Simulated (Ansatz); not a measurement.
Ag, DFT, PBE, PAW with Ansatz's default frozen-core files, scalar-relativistic (Ansatz 0.2.0), run on 1 thread of Intel(R) Xeon(R) Platinum 8488C (Sapphire Rapids) on a shared host.

The cell is COD entry 9008459, as deposited and not checked against the literature; nothing was relaxed. The listed cell was then made from it by scaling, straining or moving an atom.

Command: `ansatz run input.yaml --threads 1 --pin off --max-ram 3072MiB --backend cpu --events-out ev --progress --plain --runs-dir out`

```yaml
crystal:
  lattice:
    - [0.0, 2.083962, 2.0431]
    - [2.083962, 0.0, 2.0431]
    - [2.083962, 2.083962, 0.0]
  atoms:
    - { symbol: Ag, position: [0.0, 0.0, 0.0] }
kpoints:
  mp_grid: { grid: [15, 15, 15] }
scf:
  occupations: { method: fermi_dirac, width: 0.05 }
hamiltonian:
  xc: pbe
  pseudopotentials: { kind: paw }
output:
  forces: true
  stress: true
  eigenvalues: true
  efg: { contact_densities: true }
  write_density: true
  write_potential: true
  elf: true
  volumetric_format: npy
```

Problem. How large is the problem that the program sets up?

Solution. 288 irreducible k-points, 331 plane waves at Γ, 14 bands.

Problem. About how long does it take, and how much memory does it use?

Solution. 4 s of wall time for 6 SCF iterations, with a peak of 0.44 GiB. Times on shared machines scatter by tens of per cent.

Problem. And the same cell and mesh by crystal-made all-electron datasets, asked for forces, stress, eigenvalues, efg, on the same hardware?

Solution. 8 s, peak memory 0.49 GiB.
